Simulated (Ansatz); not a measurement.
Molecular dynamics on a 2×2×2 supercell (24 atoms) of CaF2 (fluorite), relaxed with r2SCAN. Forces come from PBE in the PAW code Ansatz: Langevin thermostat and barostat (NPT), 200 K, steps of 2 fs. Computed, non-magnetic; the trajectory is short and the cell small, so nothing here is a converged average.

```yaml
crystal:
  lattice:
    - [0.0, 5.4391859474, 5.4391859474]
    - [5.4391859474, 0.0, 5.4391859474]
    - [5.4391859474, 5.4391859474, 0.0]
  atoms:
    - { symbol: Ca, position: [0.0, 0.0, 0.0] }
    - { symbol: F, position: [0.125, 0.125, 0.125] }
    - { symbol: F, position: [0.375, 0.375, 0.375] }
    - { symbol: Ca, position: [0.0, 0.0, 0.5] }
    - { symbol: F, position: [0.125, 0.125, 0.625] }
    - { symbol: F, position: [0.375, 0.375, 0.875] }
    - { symbol: Ca, position: [0.0, 0.5, 0.0] }
    - { symbol: F, position: [0.125, 0.625, 0.125] }
    - { symbol: F, position: [0.375, 0.875, 0.375] }
    - { symbol: Ca, position: [0.0, 0.5, 0.5] }
    - { symbol: F, position: [0.125, 0.625, 0.625] }
    - { symbol: F, position: [0.375, 0.875, 0.875] }
    - { symbol: Ca, position: [0.5, 0.0, 0.0] }
    - { symbol: F, position: [0.625, 0.125, 0.125] }
    - { symbol: F, position: [0.875, 0.375, 0.375] }
    - { symbol: Ca, position: [0.5, 0.0, 0.5] }
    - { symbol: F, position: [0.625, 0.125, 0.625] }
    - { symbol: F, position: [0.875, 0.375, 0.875] }
    - { symbol: Ca, position: [0.5, 0.5, 0.0] }
    - { symbol: F, position: [0.625, 0.625, 0.125] }
    - { symbol: F, position: [0.875, 0.875, 0.375] }
    - { symbol: Ca, position: [0.5, 0.5, 0.5] }
    - { symbol: F, position: [0.625, 0.625, 0.625] }
    - { symbol: F, position: [0.875, 0.875, 0.875] }
kpoints:
  mp_grid: { grid: [2, 2, 2] }
hamiltonian:
  xc: pbe
scf:
  occupations: { method: fermi_dirac, width: 0.02 }
md:
  ensemble: npt_langevin
  temperature: 200
  timestep: 2.0
  n_steps: 40
  initial_velocities: maxwell_boltzmann
  seed: 8761
```

Command: `ansatz run input.yaml --threads 4 --pin off --max-ram 3686MiB --backend cpu --events-out ev --progress --plain --runs-dir out`.

Question: It ran on 4 threads of Arm Neoverse V1, with other jobs on the host. About how long did it take, and how much host memory at the peak?

Answer: About 3 min, with a peak of 1.3 GiB.

Question: How do temperature and energy develop?

Answer: The temperature starts at 192 K, is lowest at step 10 (76 K, 20 fs) and ends at 156 K. The thermostat hasn't had time to restore it. The atoms start on their lattice sites with kinetic energy alone, so much of it first passes into potential energy.
```tsv
step	t (fs)	T (K)	free energy F from step 0 (meV/atom)	kinetic energy (meV/atom)	pressure (GPa)	volume (Å³/atom)	largest force (eV/Å)
0	0	192	0.0	24.8	3.53	13.41	0.00
1	2	177	0.2	22.9	3.50	13.41	0.11
2	4	147	0.7	19.0	3.41	13.42	0.22
3	6	144	1.3	18.7	3.29	13.45	0.31
4	8	133	2.1	17.2	3.12	13.48	0.39
5	10	123	3.0	15.9	2.92	13.51	0.47
6	12	115	4.1	14.9	2.71	13.55	0.56
7	14	101	5.1	13.0	2.44	13.60	0.64
8	16	88	6.0	11.4	2.14	13.65	0.70
9	18	83	6.9	10.7	1.84	13.70	0.75
10	20	76	7.6	9.8	1.54	13.75	0.79
11	22	79	8.3	10.3	1.28	13.80	0.81
12	24	79	8.8	10.2	1.01	13.86	0.81
13	26	80	9.3	10.3	0.75	13.91	0.79
14	28	77	9.6	10.0	0.47	13.96	0.78
15	30	79	9.9	10.3	0.21	14.01	0.76
16	32	78	10.1	10.0	-0.03	14.06	0.75
17	34	82	10.3	10.6	-0.26	14.10	0.73
18	36	86	10.4	11.1	-0.48	14.15	0.71
19	38	88	10.4	11.4	-0.68	14.19	0.69
20	40	104	10.4	13.4	-0.85	14.22	0.66
21	42	122	10.3	15.7	-0.99	14.26	0.62
22	44	117	10.4	15.1	-1.15	14.29	0.65
23	46	121	10.6	15.7	-1.29	14.32	0.67
24	48	128	10.9	16.5	-1.41	14.34	0.69
25	50	137	11.4	17.7	-1.51	14.37	0.70
26	52	148	11.9	19.2	-1.58	14.39	0.70
27	54	150	12.5	19.4	-1.63	14.40	0.69
28	56	161	13.1	20.8	-1.66	14.41	0.71
29	58	163	13.6	21.1	-1.69	14.42	0.79
30	60	156	14.2	20.2	-1.71	14.43	0.86
31	62	155	14.7	20.0	-1.71	14.43	0.92
32	64	151	15.3	19.5	-1.69	14.43	0.95
33	66	152	15.8	19.6	-1.64	14.42	0.98
34	68	155	16.1	20.0	-1.57	14.41	0.99
35	70	150	16.3	19.4	-1.51	14.40	0.99
36	72	163	16.4	21.0	-1.43	14.39	0.97
37	74	159	16.4	20.5	-1.33	14.37	0.94
38	76	157	16.5	20.2	-1.21	14.34	0.90
39	78	165	16.5	21.4	-1.04	14.31	0.84
40	80	156	16.6	20.1	-0.87	14.28	0.84
```

Positions (Å) and forces (eV/Å) at step 40:
```
cell (Å): 0.000 5.554 5.554; 5.554 0.000 5.554; 5.554 5.554 0.000
Ca  -0.067  -0.039  -0.085     0.016   0.044   0.285
F    1.424   1.349   1.379    -0.176   0.124   0.031
F    4.236   4.105   4.230    -0.309   0.269   0.123
Ca   2.814   2.698   0.083    -0.330   0.509  -0.521
F    4.132   4.087   1.535    -0.242   0.151  -0.466
F    6.993   6.927   4.181    -0.277   0.260  -0.144
Ca   2.766  -0.002   2.758    -0.154  -0.087   0.235
F    4.124   1.397   4.163    -0.045  -0.126  -0.290
F    6.909   4.223   6.915     0.083  -0.417   0.279
Ca   5.539   2.820   2.838     0.223  -0.156  -0.018
F    7.024   4.273   4.234    -0.135  -0.484  -0.249
F    9.718   6.890   6.866    -0.060  -0.030   0.316
Ca  -0.009   2.771   2.700    -0.038  -0.182   0.186
F    1.414   4.128   4.084    -0.050   0.144   0.193
F    4.152   6.889   6.799    -0.102   0.072   0.826
Ca   2.773   5.509   2.833     0.051   0.239  -0.270
F    4.232   6.895   4.222    -0.463   0.162  -0.590
F    6.850   9.655   6.915     0.063   0.254  -0.090
Ca   2.720   2.765   5.543     0.104  -0.186   0.125
F    4.057   4.123   7.014     0.220  -0.051  -0.337
F    6.770   6.970   9.762     0.729  -0.145  -0.020
Ca   5.554   5.578   5.618     0.297  -0.275  -0.433
F    6.857   6.933   6.957     0.375   0.078   0.278
F    9.726   9.721   9.623     0.220  -0.167   0.551
```
